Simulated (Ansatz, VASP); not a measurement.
# Two plane-wave programs on KBr

The input INCAR:

```
  ALGO = Normal
  EDIFF = 1E-6
  ENCUT = 520
  GGA = PS
  ISIF = 2
  ISMEAR = 0
  LASPH = True
  LCHARG = False
  LREAL = False
  LWAVE = False
  NBANDS = 15
  NELM = 60
  PREC = Accurate
  SIGMA = 0.05
```

The input KPOINTS:

```
k-points
0
Gamma
  6 6 6
```

Contents of POSCAR:

```
KBr
1.0
    0.0000000000      3.4242000000      3.4242000000
    3.4242000000      0.0000000000      3.4242000000
    3.4242000000      3.4242000000      0.0000000000
K Br
1 1
Direct
    0.0000000000      0.0000000000      0.0000000000
    0.5000000000      0.5000000000      0.5000000000
```

Input for Ansatz:

```yaml
crystal:
  lattice:
    - [0.0, 3.4242, 3.4242]
    - [3.4242, 0.0, 3.4242]
    - [3.4242, 3.4242, 0.0]
  atoms:
    - { symbol: K, position: [0.0, 0.0, 0.0] }
    - { symbol: Br, position: [0.5, 0.5, 0.5] }
basis:
  ecutwfc: 420
kpoints:
  mp_grid: { grid: [6, 6, 6] }
hamiltonian:
  xc: pbesol
scf:
  occupations: { method: gaussian, width: 0.05 }
output:
  forces: true
  stress: true
  eigenvalues: true
```

Change from the starting cell: strain +0.040 along x and y, +0.040 along z, atoms carried along.

Alike in both runs: task single point; functional PBEsol; k mesh 6 × 6 × 6; occupations gaussian, width 0.05 eV; no spin polarisation.

|  | VASP | Ansatz |
| --- | --- | --- |
| version | VASP 6.6.1 | Ansatz 0.2.0 |
| potentials or method | VASP PAW PBE potentials, release 64 (K_sv, Br) | scalar-relativistic, plane waves, PAW |
| plane-wave cutoff (eV) | 520 | 420 |
| valence electrons in the cell | 16 | 16 |

```csv
,VASP,Ansatz,Ansatz less VASP
gap on the k mesh at the Fermi level (eV),4.03,4.03,+0.002
least direct gap on the mesh (eV),4.03,4.03,+0.002
pressure (GPa),-1.5,-1.5,-0.02
```

With one functional, cell and mesh, what is left measures potentials, basis and numerics.

Caveats: the PAW data sets were made with another functional, which shifts forces and pressure a little (VASP).
